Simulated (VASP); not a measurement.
# PtS2 (P-3m1) in VASP: settings compared

One crystal, PtS2, is run at these levels: PBE, r2SCAN; tasks: atomic charges, electron localisation function, single point.

Program: VASP 6.6.1. These are calculated values, not measurements. Logs are shortened: lines on timing, memory, paths and dates and some standing lists are left out, and cuts for length are marked.

## 1. The crystal as given

It takes space group P-3m1 (No. 164, trigonal). Conventional cell: a = 3.543 Å, b = 3.543 Å, c = 5.039 Å, α = 90.00°, β = 90.00°, γ = 120.00°. Pt (site symmetry -3m) is surrounded by 6 S at 2.34 Å. S (site symmetry 3m) is surrounded by 3 Pt at 2.34 Å.

## 2. Atomic charges, PBE

Input file INCAR:

```
SYSTEM = PtS2
ALGO     = Normal         ! electronic algorithm
EDIFF    = 1E-7           ! SCF threshold, eV
ENCUT    = 520            ! plane-wave cutoff, eV
GGA      = PE             ! functional
ISIF     = 2              ! what is computed and relaxed
ISMEAR   = 0              ! smearing method
LASPH    = .True.         ! aspherical terms in the spheres
LCHARG   = .True.         ! write CHGCAR
LELF     = .True.         ! ELF
LORBIT   = 11             ! projections on sites
LREAL    = .False.        ! projectors in reciprocal space
LVHAR    = .True.       
LWAVE    = .False.        ! write WAVECAR
NELM     = 60             ! most SCF steps
PREC     = Accurate       ! precision mode
SIGMA    = 0.02           ! smearing width, eV
```

Input file KPOINTS:

```
k-points
0
Gamma
  9 9 5
  0 0 0
```

Input file POSCAR:

```
PtS2
1.0
    3.5432000000      0.0000000000      0.0000000000
   -1.7716000000      3.0685012107      0.0000000000
    0.0000000000      0.0000000000      5.0388000000
Pt S
1 2
Direct
    0.0000000000      0.0000000000      0.0000000000
    0.6666666667      0.3333333333      0.7730000000
    0.3333333333      0.6666666667      0.2270000000
```

Potentials or basis: VASP PAW PBE potentials, release 64 (Pt, S).

On the command line:

```sh
> cat potpaw_PBE.64/Pt/POTCAR potpaw_PBE.64/S/POTCAR > POTCAR
> mpirun -np 1 vasp_std > vasp.out
```

OUTCAR:

```text
SYSTEM = PtS2
   EDIFF = 1E-7
   ENCUT = 520
   GGA = PE
   ISIF = 2
   ISMEAR = 0
   LASPH = .True.
   LORBIT = 11
   LREAL = .False.
   NELM = 60
   PREC = Accurate

 ion  position               nearest neighbor table
   1  0.000  0.000  0.000-   2 2.34   3 2.34   2 2.34   3 2.34   2 2.34   3 2.34
   2  0.667  0.333  0.773-   1 2.34   1 2.34   1 2.34
   3  0.333  0.667  0.227-   1 2.34   1 2.34   1 2.34

  LATTYP: Found a hexagonal cell.
 ALAT       =     3.5432000000
 C/A-ratio  =     1.4221043125

  Lattice vectors:

 A1 = (   3.5432000000,   0.0000000000,   0.0000000000)
 A2 = (  -1.7716000000,   3.0685012107,   0.0000000000)
 A3 = (   0.0000000000,   0.0000000000,   5.0388000000)

Analysis of symmetry for initial positions (statically):
=====================================================================
 Subroutine PRICEL returns:
 Original cell was already a primitive cell.

 Routine SETGRP: Setting up the symmetry group for a
 hexagonal supercell.

 Subroutine GETGRP returns: Found 12 space group operations
 (whereof 12 operations were pure point group operations)
 out of a pool of 24 trial point group operations.

The static configuration has the point symmetry D_3d.

Analysis of symmetry for dynamics (positions and initial velocities):
=====================================================================
 Subroutine PRICEL returns:
 Original cell was already a primitive cell.

 Routine SETGRP: Setting up the symmetry group for a
 hexagonal supercell.

 Subroutine GETGRP returns: Found 12 space group operations
 (whereof 12 operations were pure point group operations)
 out of a pool of 24 trial point group operations.

The dynamic configuration has the point symmetry D_3d.

 Subroutine INISYM returns: Found 12 space group operations
 (whereof 12 operations are pure point group operations),
 and found     1 'primitive' translations

----------------------------------------------------------------------------------------

                                     Primitive cell

  volume of cell :      54.7834

  direct lattice vectors                    reciprocal lattice vectors
     3.543200000  0.000000000  0.000000000     0.282230752  0.162946001  0.000000000
    -1.771600000  3.068501211  0.000000000     0.000000000  0.325892001  0.000000000
     0.000000000  0.000000000  5.038800000     0.000000000  0.000000000  0.198459951

  length of vectors
     3.543200000  3.543200000  5.038800000     0.325892001  0.325892001  0.198459951

  position of ions in fractional coordinates (direct lattice)
[... 104 lines left out ...]
  Thomas-Fermi vector in A             =   2.343439
   LORBIT       =     11    0 simple, 1 ext, 2 COOP (PROOUT), +10 PAW based schemes
   GGA     = PE    functional components
   LHFCALC =     F    Hartree Fock is set to
   AEXX    =    0.0000 exact exchange contribution
   IVDW    =     0    specifies the selected vdW correction
   LEPSILON=     F    determine dielectric tensor
   LRPA    =     F    only Hartree local field effects (RPA)
 non-spin polarized calculation
 Gauss-broadening in eV      SIGMA  =   0.02
  energy-cutoff  :      520.00
  volume of cell :       54.78
 maximum number of plane-waves:      1507
 NGX is ok and might be reduce to    28
   NGX = 13   NGY = 13   NGZ = 19

 number of electron      22.0000001 magnetization

 Free energy of the ion-electron system (eV)
  ---------------------------------------------------
  ext. energy  EPLUGINS =         0.00000000
  ---------------------------------------------------
  free energy    TOTEN  =       -15.27141362 eV

  energy without entropy =      -15.27141362  energy(sigma->0) =      -15.27141362

 E-fermi :   6.8269     XC(G=0): -10.5744

 val. band max:        6.7357257249   @ k =   0.0000   0.2222   0.2000
 cond. band min:       7.7669344965   @ k =   0.0000   0.3333   0.2000
 fundamental gap:      1.0312087717
 Fermi energy:         6.8269475872

 k-point     1 :       0.0000    0.0000    0.0000
  band No.  band energies     occupation
      1      -8.8194      2.00000
      2      -5.5786      2.00000
      3      -0.2977      2.00000
      4      -0.2977      2.00000
      5      -0.1782      2.00000
      6       2.7626      2.00000
      7       2.7626      2.00000
      8       4.9460      2.00000
      9       5.5962      2.00000
     10       5.5962      2.00000
     11       6.6165      2.00000
     12       9.1957      0.00000
     13       9.1957      0.00000
     14      11.5321      0.00000
[... 401 lines left out ...]
      2      -6.1973      2.00000
      3      -0.0473      2.00000
      4       0.2342      2.00000
      5       1.0574      2.00000
      6       1.5154      2.00000
      7       2.2415      2.00000
      8       3.6069      2.00000
      9       4.9641      2.00000
     10       5.1696      2.00000
     11       6.4179      2.00000
     12       7.7986      0.00000
     13       8.6604      0.00000
     14      12.4608      0.00000
     15      14.3214      0.00000

 [... further k-points ...]

------------------------ aborting loop because EDIFF is reached ----------------------------------------

  FORCE on cell =-STRESS in cart. coord.  units (eV):
  Direction    XX          YY          ZZ          XY          YZ          ZX
  --------------------------------------------------------------------------------------
  -------------------------------------------------------------------------------------
  Total        3.9563797      3.9563797      3.4495560      0.0000000      0.0000000      0.0000000
  in kB      115.7069528    115.7069528    100.8845574      0.0000000      0.0000000      0.0000000
  external PRESSURE =     110.7661543 kB  Pullay stress =       0.0000000 kB

 VOLUME and BASIS-vectors are now :
 -----------------------------------------------------------------------------
  energy-cutoff  :      520.00
  volume of cell :       54.78
      direct lattice vectors                 reciprocal lattice vectors
     3.543200000  0.000000000  0.000000000     0.282230752  0.162946001  0.000000000
    -1.771600000  3.068501211  0.000000000     0.000000000  0.325892001  0.000000000
     0.000000000  0.000000000  5.038800000     0.000000000  0.000000000  0.198459951

 POSITION                                       TOTAL-FORCE (eV/Angst)
 -----------------------------------------------------------------------------------
      0.00000      0.00000      0.00000         0.000000      0.000000      0.000000
      1.77160      1.02283      3.89499        -0.000000      0.000000     -1.212735
     -0.00000      2.04567      1.14381         0.000000      0.000000      1.212735
 -----------------------------------------------------------------------------------
    total drift:                                0.000000     -0.000000      0.000000

  FREE ENERGIE OF THE ION-ELECTRON SYSTEM (eV)
  ---------------------------------------------------
  free  energy   TOTEN  =       -15.2714136222 eV

  energy  without entropy=      -15.2714136222  energy(sigma->0) =      -15.27141362

 total charge

# of ion       s       p       d       tot
------------------------------------------
    1        0.731   0.874   8.028   9.632
    2        1.360   2.309   0.000   3.668
    3        1.360   2.309   0.000   3.668
--------------------------------------------------
tot          3.450   5.491   8.028  16.969
```

OSZICAR:

```text
N       E                     dE             d eps       ncg     rms          rms(c)
DAV:   1     0.115673288943E+03    0.11567E+03   -0.10603E+04  1532   0.131E+03
DAV:   2    -0.114190983942E+02   -0.12709E+03   -0.12410E+03  1885   0.248E+02
DAV:   3    -0.166111031410E+02   -0.51920E+01   -0.51666E+01  1920   0.539E+01
DAV:   4    -0.166685435422E+02   -0.57440E-01   -0.57429E-01  1955   0.625E+00
DAV:   5    -0.166696334646E+02   -0.10899E-02   -0.10899E-02  1983   0.823E-01    0.201E+01
DAV:   6    -0.154889240369E+02    0.11807E+01   -0.78668E+00  1528   0.292E+01    0.129E+01
DAV:   7    -0.152940229497E+02    0.19490E+00   -0.13541E+00  1556   0.129E+01    0.629E+00
DAV:   8    -0.152755641938E+02    0.18459E-01   -0.71718E-02  1815   0.222E+00    0.125E+00
DAV:   9    -0.152710873482E+02    0.44768E-02   -0.14909E-02  1850   0.137E+00    0.222E-01
DAV:  10    -0.152713517320E+02   -0.26438E-03   -0.16706E-03  1913   0.310E-01    0.121E-01
DAV:  11    -0.152714118164E+02   -0.60084E-04   -0.89113E-05  1866   0.796E-02    0.291E-02
DAV:  12    -0.152714121531E+02   -0.33675E-06   -0.20840E-05  1906   0.497E-02    0.107E-02
DAV:  13    -0.152714135089E+02   -0.13558E-05   -0.17750E-06  1934   0.123E-02    0.384E-03
DAV:  14    -0.152714136937E+02   -0.18482E-06   -0.36329E-07  1857   0.415E-03    0.149E-03
DAV:  15    -0.152714136222E+02    0.71501E-07   -0.46290E-08  1394   0.174E-03
   1 F= -.15271414E+02 E0= -.15271414E+02  d E =-.154268E-12
```

Wall time 24 s (1 thread of Intel Xeon Platinum 8488C (Sapphire Rapids), shared host); peak memory 0.2 GiB.

What came out:

```yaml
Free_energy: -15.2714 eV
Pressure: 11.1 GPa
Largest_force: 1.213 eV/Å
Band_gap_on_the_k_mesh: 1.03 eV, indirect (least direct gap 1.08 eV)
Valence_electrons_inside_the_program's_atomic_spheres: Pt 9.63; S 3.67
```

Forces on the atoms (eV/Å):
```
Pt   0.000  0.000  0.000
S    0.000  0.000 -1.213
S    0.000  0.000  1.213
```

Caveat: spin-orbit coupling is left out, which moves the levels of the heavy elements; an odd mesh through Γ misses points on the zone boundary, where band edges often lie; forces of over 1 eV/Å show positions far from the minimum, so gaps and moduli don't describe the material at rest.

(Part 1 of 2 ends here.)
